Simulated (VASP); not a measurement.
# BrRb in VASP: notebook, part 2 of 2

VASP 6.6.1. The steps go on from the part before.

### Step 4. Atomic charges, PBE+TS

File INCAR:

```
SYSTEM = RbBr
PREC = Accurate
ENCUT = 520
EDIFF = 1E-6
ISMEAR = 0
SIGMA = 0.01
LREAL = .FALSE.
LASPH = .TRUE.
NELM = 100
ALGO = Fast
ISIF = 2
LWAVE = .FALSE.
LCHARG = .FALSE.
GGA = PE
IVDW = 2
LORBIT = 10
```

File KPOINTS:

```
Automatic mesh
0
G
  1 1 1
  0 0 0
```

File POSCAR:

```
RbBr
1.0
    9.0000000000      0.0000000000      0.0000000000
    0.0000000000      9.0000000000      0.0000000000
    0.0000000000      0.0000000000     12.0000000000
Br Rb
1 1
Direct
    0.5014444400      0.5023333300      0.3801356700
    0.5014444400      0.5023333300      0.6255310000
```

Potentials or basis: VASP PAW PBE potentials, release 64 (Br, Rb_sv).

Started as:

```bash
$ cat potpaw_PBE.64/Br/POTCAR potpaw_PBE.64/Rb_sv/POTCAR > POTCAR
$ mpirun -np 1 vasp_gam > vasp.out
```

OUTCAR:

```text
SYSTEM = RbBr
   PREC = Accurate
   ENCUT = 520
   EDIFF = 1E-6
   ISMEAR = 0
   LREAL = .FALSE.
   LASPH = .TRUE.
   NELM = 100
   ISIF = 2
   GGA = PE
   IVDW = 2
   LORBIT = 10
  IVDW =   2

 ion  position               nearest neighbor table
   1  0.501  0.502  0.380-   2 2.94
   2  0.501  0.502  0.626-   1 2.94

  LATTYP: Found a simple tetragonal cell.
 ALAT       =     9.0000000000
 C/A-ratio  =     1.3333333333

  Lattice vectors:

 A1 = (   9.0000000000,   0.0000000000,   0.0000000000)
 A2 = (   0.0000000000,   9.0000000000,   0.0000000000)
 A3 = (   0.0000000000,   0.0000000000,  12.0000000000)

Analysis of symmetry for initial positions (statically):
=====================================================================
 Subroutine PRICEL returns:
 Original cell was already a primitive cell.

 Routine SETGRP: Setting up the symmetry group for a
 simple tetragonal supercell.

 Subroutine GETGRP returns: Found  8 space group operations
 (whereof  1 operations were pure point group operations)
 out of a pool of 16 trial point group operations.

The static configuration has the point symmetry C_1 .
 The point group associated with its full space group is C_4v.

Analysis of symmetry for dynamics (positions and initial velocities):
=====================================================================
 Subroutine PRICEL returns:
 Original cell was already a primitive cell.

 Routine SETGRP: Setting up the symmetry group for a
 simple tetragonal supercell.

 Subroutine GETGRP returns: Found  8 space group operations
 (whereof  1 operations were pure point group operations)
 out of a pool of 16 trial point group operations.

The dynamic configuration has the point symmetry C_1 .
 The point group associated with its full space group is C_4v.

 Subroutine INISYM returns: Found  8 space group operations
 (whereof  1 operations are pure point group operations),
 and found     1 'primitive' translations

----------------------------------------------------------------------------------------

                                     Primitive cell

  volume of cell :     972.0000

  direct lattice vectors                    reciprocal lattice vectors
     9.000000000  0.000000000  0.000000000     0.111111111  0.000000000  0.000000000
     0.000000000  9.000000000  0.000000000     0.000000000  0.111111111  0.000000000
     0.000000000  0.000000000 12.000000000     0.000000000  0.000000000  0.083333333

  length of vectors
     9.000000000  9.000000000 12.000000000     0.111111111  0.111111111  0.083333333

  position of ions in fractional coordinates (direct lattice)
     0.501444440  0.502333330  0.380135670
     0.501444440  0.502333330  0.625531000

  ion indices of the primitive-cell ions
   primitive index   ion index
                 1           1
                 2           2

----------------------------------------------------------------------------------------

 KPOINTS: Automatic mesh

Automatic generation of k-mesh.
 Grid dimensions read from file:
 generate k-points for:    1    1    1

 Generating k-lattice:

  Cartesian coordinates                     Fractional coordinates (reciprocal lattice)
     0.111111111  0.000000000  0.000000000     1.000000000  0.000000000  0.000000000
     0.000000000  0.111111111  0.000000000     0.000000000  1.000000000  0.000000000
     0.000000000  0.000000000  0.083333333     0.000000000  0.000000000  1.000000000

  Length of vectors
     0.111111111  0.111111111  0.083333333

  Shift w.r.t. Gamma in fractional coordinates (k-lattice)
     0.000000000  0.000000000  0.000000000

 Subroutine IBZKPT returns following result:
 ===========================================

 Found      1 irreducible k-points:

 Following reciprocal coordinates:
            Coordinates               Weight
  0.000000  0.000000  0.000000      1.000000
   k-points           NKPTS =      1   k-points in BZ     NKDIM =      1   number of bands    NBANDS=     12
   number of dos      NEDOS =    301   number of ions     NIONS =      2
   total plane-waves  NPLWV = 441000
   dimension x,y,z NGX =    70 NGY =   70 NGZ =   90
   dimension x,y,z NGXF=   140 NGYF=  140 NGZF=  180
   ions per type =               1   1
   NGX,Y,Z   is equivalent  to a cutoff of  12.93, 12.93, 12.47 a.u.
   NGXF,Y,Z  is equivalent  to a cutoff of  25.86, 25.86, 24.94 a.u.
 SYSTEM =  RbBr
   PREC   = accura    normal or accurate (medium, high low for compatibility)
   ISTART =      0    job   : 0-new  1-cont  2-samecut
   ICHARG =      2    charge: 1-file 2-atom 10-const
   ISPIN  =      1    spin polarized calculation?
   LNONCOLLINEAR =      F non collinear calculations
   LSORBIT =      F    spin-orbit coupling
   LASPH  =      T    aspherical Exc in radial PAW
   ENCUT  =  520.0 eV  38.22 Ry    6.18 a.u.  16.73 16.73 22.31*2*pi/ulx,y,z
   NELM   =    100;   NELMIN=  2; NELMDL= -5     # of ELM steps
   EDIFF  = 0.1E-05   stopping-criterion for ELM
   LREAL  =      F    real-space projection
   EDIFFG = 0.1E-04   stopping-criterion for IOM
   NSW    =      0    number of steps for IOM
   IBRION =     -1    ionic relax: 0-MD 1-quasi-New 2-CG
   NFREE  =      0    steps in history (QN), initial steepest desc. (CG)
   ISIF   =      2    stress and relaxation
   ISYM   =      2    0-nonsym 1-usesym 2-fastsym
   POTIM  = 0.5000    time-step for ionic-motion
   TEBEG  =    0.0;   TEEND  =   0.0 temperature during run
   PSTRESS=    0.0 pullay stress
   NELECT =      16.0000    total number of electrons
   NUPDOWN=      -1.0000    fix difference up-down
   EMIN   =  10.00;   EMAX   =-10.00  energy-range for DOS
   EFERMI =   0.00;   METHOD = LEGACY
   ISMEAR =     0;   SIGMA  =   0.01  broadening in eV -4-tet -1-fermi 0-gaus
   EFERMI_NEDOS =   21; number of points for ismear=-14 and -15
   IALGO  =     68    algorithm
   IMIX   =      4    mixing-type and parameters
     AMIX     =   0.40;   BMIX     =  1.00
     AMIX_MAG =   1.60;   BMIX_MAG =  1.00
  volume/ion in A,a.u.               =     486.00      3279.69
  Fermi-wavevector in a.u.,A,eV,Ry     =   0.416447  0.786970  2.359629  0.173428
  Thomas-Fermi vector in A             =   1.376048
   LORBIT       =     10    0 simple, 1 ext, 2 COOP (PROOUT), +10 PAW based schemes
   GGA     = PE    functional components
   LHFCALC =     F    Hartree Fock is set to
   AEXX    =    0.0000 exact exchange contribution
   IVDW    =     2    specifies the selected vdW correction
   LEPSILON=     F    determine dielectric tensor
   LRPA    =     F    only Hartree local field effects (RPA)
 non-spin polarized calculation
 RMM-DIIS sequential band-by-band and
 Gauss-broadening in eV      SIGMA  =   0.01
  energy-cutoff  :      520.00
  volume of cell :      972.00
 maximum number of plane-waves:     13093
 NGX is ok and might be reduce to    70
   NGX = 33   NGY = 33   NGZ = 45

 number of electron      16.0000001 magnetization

 Free energy of the ion-electron system (eV)
  ---------------------------------------------------
  ext. energy  EPLUGINS =         0.00000000
  ---------------------------------------------------
  free energy    TOTEN  =        -4.35125939 eV

  energy without entropy =       -4.35125939  energy(sigma->0) =       -4.35125939

 E-fermi :  -4.2009     XC(G=0):  -1.3054

 val. band max:       -4.3025342632   @ k =   0.0000   0.0000   0.0000
 cond. band min:      -1.5494885662   @ k =   0.0000   0.0000   0.0000
 fundamental gap:      2.7530456970
 Fermi energy:        -4.2008754449

 k-point     1 :       0.0000    0.0000    0.0000
  band No.  band energies     occupation
      1     -31.6299      2.00000
      2     -16.4500      2.00000
      3     -15.7763      2.00000
      4     -15.7763      2.00000
      5     -15.2974      2.00000
      6      -4.5350      2.00000
      7      -4.3025      2.00000
      8      -4.3025      2.00000
      9      -1.5495      0.00000
     10       0.1916      0.00000
     11       0.4537      0.00000
     12       0.6680      0.00000

------------------------ aborting loop because EDIFF is reached ----------------------------------------

  Hirshfeld charges:
            ion         q(e)
   ------------------------------
      1     Br      -0.59598956
      2     Rb       0.59598956

  Tkatchenko/Scheffler method for vdW energy calculation

  Number of pair interactions contributing to vdW energy:    1620

  Edisp (eV):   -0.01712

  FORCE on cell =-STRESS in cart. coord.  units (eV):
  Direction    XX          YY          ZZ          XY          YZ          ZX
  --------------------------------------------------------------------------------------
  -------------------------------------------------------------------------------------
  Total       0.18758     0.18758    -0.14548     0.00000     0.00000     0.00000
  in kB       0.30919     0.30919    -0.23981     0.00000     0.00000     0.00000
  external pressure =        0.13 kB  Pullay stress =        0.00 kB

 VOLUME and BASIS-vectors are now :
 -----------------------------------------------------------------------------
  energy-cutoff  :      520.00
  volume of cell :      972.00
      direct lattice vectors                 reciprocal lattice vectors
     9.000000000  0.000000000  0.000000000     0.111111111  0.000000000  0.000000000
     0.000000000  9.000000000  0.000000000     0.000000000  0.111111111  0.000000000
     0.000000000  0.000000000 12.000000000     0.000000000  0.000000000  0.083333333

 POSITION                                       TOTAL-FORCE (eV/Angst)
 -----------------------------------------------------------------------------------
      4.51300      4.52100      4.56163         0.000000      0.000000     -0.109043
      4.51300      4.52100      7.50637         0.000000     -0.000000      0.109043
 -----------------------------------------------------------------------------------
    total drift:                                0.000002      0.000004     -0.003643

  FREE ENERGIE OF THE ION-ELECTRON SYSTEM (eV)
  ---------------------------------------------------
  free  energy   TOTEN  =        -4.3683767001 eV

  energy  without entropy=       -4.3683767001  energy(sigma->0) =       -4.36837670

 total charge

# of ion       s       p       d       tot
------------------------------------------
    1        1.603   3.263   0.002   4.868
    2        1.944   5.334   0.036   7.313
--------------------------------------------------
tot          3.547   8.597   0.038  12.182
```

stdout:

```text
POSCAR found type information on POSCAR BrRb
 POSCAR found :  2 types and       2 ions
 scaLAPACK will be used
 LDA part: xc-table for (Slater+PW92), standard interpolation
 POSCAR, INCAR and KPOINTS ok, starting setup
 FFT: planning ... GRIDC
 FFT: planning ... GRID_SOFT
 FFT: planning ... GRID
 WAVECAR not read
 entering main loop
 augmentation electrons   16.0024576307930
 total        electrons   16.0024576307930
 augmentation electrons   53.1246121338897
 total        electrons   53.1246121338897
 augmentation electrons  -1.53136097173956
 soft         electrons   17.5338186916689
 total        electrons   16.0024577199293
 translations:           1           1           1
```

Wall time 49 s (1 thread of Intel Xeon 6975P-C (Granite Rapids), shared host); peak memory 0.83 GiB.

What came out:

```
Free energy                                           : -4.3684 eV
Largest force                                         : 0.109 eV/Å
Gap between the frontier levels                       : 2.75 eV
Valence electrons inside the program's atomic spheres : Br 4.87; Rb 7.31
Hirshfeld charges                                     : Br -0.60; Rb +0.60 e
Dispersion energy per atom                            : -0.009 eV
```

Forces on the atoms (eV/Å):
```
Br   0.000  0.000 -0.109
Rb   0.000  0.000  0.109
```

### Step 5. Electron localisation function, PBE

File INCAR:

```
SYSTEM = RbBr
  PREC = Accurate
  ENCUT = 520
  EDIFF = 1E-6
  ISMEAR = 0
  SIGMA = 0.01
  LREAL = .FALSE.
  LASPH = .TRUE.
  NELM = 100
  ALGO = Fast
  ISIF = 2
  LWAVE = .FALSE.
  LCHARG = .TRUE.
  GGA = PE
  LELF = .TRUE.
```

KPOINTS is that of step 4.

POSCAR is that of step 4.

Started as:

```bash
$ cat potpaw_PBE.64/Br/POTCAR potpaw_PBE.64/Rb_sv/POTCAR > POTCAR
$ mpirun -np 1 vasp_gam > vasp.out
```

Wall time 50 s (1 thread of Intel Xeon 6975P-C (Granite Rapids), shared host); peak memory 0.83 GiB.

Results (log left out):

```yaml
Free_energy: -4.3513 eV
Largest_force: 0.068 eV/Å
Gap_between_the_frontier_levels: 2.75 eV
```

Forces on the atoms (eV/Å):
```
Br   0.000  0.000 -0.068
Rb   0.000  0.000  0.068
```

Levels at points of the mesh, in eV from the valence-band top:
| k point | band 4 | band 5 | band 6 | band 7 | band 8 | band 9 | band 10 | band 11 | band 12 |
| --- | --- | --- | --- | --- | --- | --- | --- | --- | --- |
| (0.00, 0.00, 0.00) | -11.47 | -10.99 | -0.23 | 0.00 | 0.00 | 2.75 | 4.49 | 4.76 | 4.97 |

### Step 6. For comparison

An earlier run on the cell as given: functional PBE; potentials or basis VASP PAW PBE potentials, release 64 (Br, Rb_sv); cutoff 520 eV; k mesh 1 × 1 × 1; occupations gaussian, width 0.01 eV; no spin polarisation.

* Largest force: 0.070 eV/Å
* Gap between the frontier levels: 2.75 eV

### Step 7. Overview

```csv
task,level,cell,gap on the mesh (eV),largest force (eV/Å)
single point,PBE,"atoms moved at random, drawn with an rms of 0.05 Å",2.71,0.03
relaxation of the atoms,PBE,"atoms relaxed from: atoms moved at random, drawn with an rms of 0.02 Å",2.72,-
atomic charges,PBE+TS,as given,2.75,0.11
electron localisation function,PBE,as given,2.75,0.07
single point,PBE,as given,2.75,0.07
```

Alike in all rows: potentials or basis VASP PAW PBE potentials, release 64 (Br, Rb_sv); no spin polarisation; k mesh 1 × 1 × 1; cutoff (eV) 520; smearing gaussian 0.01 eV.

On the cell as given the gap runs from 2.75 eV (PBE+TS) to 2.75 eV (PBE).

Absolute energies hang on the potentials; compare differences alone.
